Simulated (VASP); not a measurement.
# Al: relaxation of cell and atoms with PBE

The system is Al.

```
CELL_PARAMETERS angstrom
-1.59122 1.59122 1.59122
1.59122 -1.59122 1.59122
1.59122 1.59122 -1.59122
ATOMIC_POSITIONS crystal
Al 0.00000 0.00000 0.00000
```

This isn't the form of Al at room conditions, which is fcc.

* Program: VASP 6.6.1
* Task: relaxation of cell and atoms
* Functional: PBE
* Potentials or basis: VASP PAW PBE potentials, release 64 (Al)
* Cutoff: 600 eV
* k mesh: 18 × 18 × 18
* Occupations: gaussian, width 0.1 eV
* Spin: no spin polarisation
* Dipole correction: no
* Further INCAR settings: ALGO = Normal; EDIFF = 1e-07; IBRION = 2; EDIFFG = -0.005; NSW = 100; ISIF = 3

- Relaxed volume: 16.93 Å³/atom
- Relaxed cell: a = 2.802 Å, b = 2.802 Å, c = 2.802 Å, α = 109.47°, β = 109.47°, γ = 109.47°
- Space group after relaxing (to 0.05 Å): Im-3m (No. 229)
- Energy gained by relaxing: 9.4 meV/atom
- Ionic steps: 3
- Pressure after relaxing: 0.0 GPa
- Band gap on the k mesh: none (metal or under the smearing width)

The path:
| step | energy change (eV) | largest force (eV/Å) | pressure (GPa) | volume (Å³) |
| --- | --- | --- | --- | --- |
| 1 | 0.0000 | 0.0000 | 3.83 | 16.12 |
| 2 | -0.0093 | 0.0000 | -0.40 | 17.03 |
| 3 | -0.0094 | 0.0000 | 0.01 | 16.93 |

Final structure:
```
Al
1.0
    -1.61767    1.61767    1.61767
     1.61767   -1.61767    1.61767
     1.61767    1.61767   -1.61767
Al
1
Direct
  0.00000 0.00000 0.00000
```

Levels at points of the mesh, in eV from the Fermi level:
```
           k point  band 1  band 2  band 3  band 4  band 5
(0.00, 0.00, 0.00)  -10.96   13.10   13.10   13.10   14.32
(0.50, 0.00, 0.00)   -4.23   -3.84    7.96    8.20    9.79
(0.50, 0.50, 0.50)    1.82    1.82    1.82    3.02    3.02
```

Wall time 16 s on 1 thread of Intel(R) Xeon(R) Platinum 8488C (Sapphire Rapids), on a shared host, peak memory 0.14 GiB.
